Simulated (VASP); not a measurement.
Crystal: MnO.

```
Mn O
1.0
     2.97129   -1.71698    0.00000
     2.97129    1.71698    0.00000
    -1.98463    0.00000    2.81031
Mn O
1 1
Direct
  0.50020 0.50020 0.50067
  0.74980 0.74980 0.24934
```

The cell comes from a database or a generator and needn't be the stable form of this composition.

Base run:

```yaml
Program: VASP 6.6.1
Functional: BLYP
Potentials_or_basis: VASP PAW PBE potentials, release 64 (Mn_pv, O)
Cutoff: 520 eV
k_mesh: 7 × 7 × 7
Occupations: fermi-dirac, width 0.05 eV
Spin: collinear spin, ferromagnetic start
Starting_moments: "[4.0, 0.0] μB"
```

Its results: pressure -0.1 GPa; net moment 4.99 μB per cell; site moments Mn +4.42; O +0.23 μB.

Question: The run is repeated on the same cell with these changes: functional from BLYP to TPSS. What comes out?

Answer: Pressure -5.5 GPa; net moment 5.00 μB per cell; site moments Mn +4.47; O +0.17 μB.

Caveats: the PAW data sets were made with another functional, which shifts forces and pressure a little; a cell with one magnetic atom can't hold antiferromagnetic order, which such compounds often take.
